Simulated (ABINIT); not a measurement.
Here is an ABINIT 10.8.3 (patched build) calculation.

Contents of run.abi:

```
pp_dirpath "./"
pseudos "Zn.GGA_PBE-JTH.xml, S.GGA_PBE-JTH.xml"

acell 3*1.0
rprim
     7.2036359871     0.0000000000     0.0000000000
    -3.6018179935     6.2385317644     0.0000000000
     0.0000000000     0.0000000000    35.3189623720
ntypat 2
znucl 30 16
natom 12
typat 1 1 1 1 1 1 2 2 2 2 2 2
xcart
    -0.0000000002     2.2008592262    15.5749293667
     1.9060000002     1.1004296130     6.2299343667
     1.9060000002     1.1004296130    12.4600556333
    -0.0000000002     2.2008592262     3.1150606333
     0.0000000000     0.0000000000     9.3449950000
     0.0000000000     0.0000000000     0.0000000000
    -0.0000000002     2.2008592262    17.9111781167
     1.9060000002     1.1004296130     8.5661831167
     1.9060000002     1.1004296130    14.7963043833
    -0.0000000002     2.2008592262     5.4513093833
     0.0000000000     0.0000000000    11.6812437500
     0.0000000000     0.0000000000     2.3362487500 Angstrom

ecut 22.0
pawecutdg 44.0
pawxcdev 0

kptopt 1
ngkpt 8 8 2
nshiftk 1
shiftk 0.0 0.0 0.0

ixc 11

nband 65
occopt 3
tsmear 0.05 eV

nstep 100
tolvrs 1.0e-9

iomode 3
prtwf 0
prteig 0
prtebands 0
enunit 1
prtden 1
prtvha 1
prtvclmb 1
prtpot 1
```

Potentials or basis: JTH PAW PBE v2.0.

The run is started by

```bash
$ abinit run.abi > log 2>&1
```

(1) Estimate the pressure.

(2) Predict the largest force.

Results:

(1) 1.9 GPa.

(2) 0.030 eV/Å.

Caveat: the cell's inner coordinates are idealised or old, which leaves forces on the atoms.

**What was measured.**

A printed reference work, monograph reports, for a bulk crystal of ZnS at 4 K: band gap 3.911 eV (direct).

Against the measured gap of ZnS, 3.911 eV (direct; 4 K; a printed reference work, monograph), the calculated 2.15 eV is off by -1.76 eV. The value is that of PBE on a finite k mesh, which can miss the band edges, without temperature or zero-point motion. Semilocal functionals fall short of measured gaps as a rule.
